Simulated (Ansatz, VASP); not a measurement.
## One calculation of Hg, two programs

File INCAR:

```
PREC = Accurate ; ENCUT = 520
EDIFF = 1E-7 ; ISMEAR = 0
SIGMA = 0.15 ; LREAL = False
LASPH = True ; NELM = 60
ALGO = Fast ; ISIF = 2
LWAVE = False ; LCHARG = False
GGA = PE ; IVDW = 12
NBANDS = 12
```

File KPOINTS:

```
Automatic mesh
0
Gamma
  18 18 18
```

POSCAR

```
Hg
1.0
   -2.0696950000      2.0696950000      1.8923709000
    2.0696950000     -2.0696950000      1.8923709000
    2.0696950000      2.0696950000     -1.8923709000
Hg
1
Direct
    0.0000000000      0.0000000000      0.0000000000
```

Input for Ansatz:

```yaml
crystal:
  lattice:
    - [-2.069695, 2.069695, 1.8923709]
    - [2.069695, -2.069695, 1.8923709]
    - [2.069695, 2.069695, -1.8923709]
  atoms:
    - { symbol: Hg, position: [0.0, 0.0, 0.0] }
basis:
  ecutwfc: 420
kpoints:
  mp_grid: { grid: [18, 18, 18] }
hamiltonian:
  xc: pbe
  dispersion: d3bj
scf:
  occupations: { method: gaussian, width: 0.15 }
output:
  forces: true
  stress: true
  eigenvalues: true
```

Change from the starting cell: strain +0.000 along x and y, +0.050 along z, atoms carried along.

Alike in both runs: task single point; functional PBE; dispersion D3(BJ); k mesh 18 × 18 × 18; occupations gaussian, width 0.15 eV; no spin polarisation.

```csv
,VASP,Ansatz
version,VASP 6.6.1,Ansatz 0.2.0
potentials or method,"VASP PAW PBE potentials, release 64 (Hg)","scalar-relativistic, plane waves, PAW"
plane-wave cutoff (eV),520,420
valence electrons in the cell,12,20
```

```csv
,VASP,Ansatz,Ansatz less VASP
gap on the k mesh at the Fermi level (eV),none,none,-
pressure (GPa),-2.1,-2.1,-0.04
largest component of the traceless stress (GPa),0.08,0.09,+0.003
```

A gap of «none» marks a metal or a gap that the smearing closes. The two sets of potentials don't hold the same shells in valence.

Caveats: pairwise dispersion overbinds metals, which lowers pressure and volume. Spin-orbit coupling is left out, which matters for the levels of Hg.
